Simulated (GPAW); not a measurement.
Computed results, one entry a study.

## Mg2Si (Fm-3m): one start, several treatments of the self-energy

The structure is cubic, space group Fm-3m (No. 225). The conventional cell has a = 6.350 Å, b = 6.350 Å, c = 6.350 Å, α = 90.00°, β = 90.00°, γ = 90.00°. Nearest to Mg lie 4 Si at 2.75 Å. Nearest to Si lie 8 Mg at 2.75 Å. Farther neighbours are not listed.

| Quantity | Value |
| --- | --- |
| method | DFT, PBE, plane waves, PAW (and 1 further level or step) |
| program | GPAW 26.7.0 |
| settings of one run | cutoff 450 eV, GPAW PAW setups 1.2.1 data release, 4×4×4 k-mesh, nbands 277 |
| cost | 4 runs, 17 min in all on 4 MPI ranks of Arm Neoverse N1, shared host (the runs of this entry) |
| notes | The cell and positions come from the Crystallography Open Database and are kept as given unless a step says otherwise. Bands and cutoff are finite, so the gap is not at the basis limit. The miss can reach some tenths of an eV and take either sign; the mesh is an error of its own. The 4×4×4 mesh is coarse for this cell, which bears on the long-range parts of exchange and screening. |
| G0W0, Godby-Needs plasmon pole | 0.601 eV |
| G0W0, full frequency, Hilbert transform | 0.634 eV |
| G0W0, multipole | 0.621 eV |
| known limits | not at the basis limit; coarse k mesh |

G0W0, full frequency, Hilbert transform: +0.033 eV against G0W0, Godby-Needs plasmon pole. G0W0, multipole: +0.020 eV against G0W0, Godby-Needs plasmon pole.

[Runs of the session that timed out or met a known fault of the program may be left out.]

[Hosts, paths, dates, database ids (printed as entryN), source tags and the programs' standing remarks are cut or masked in the printed files.]
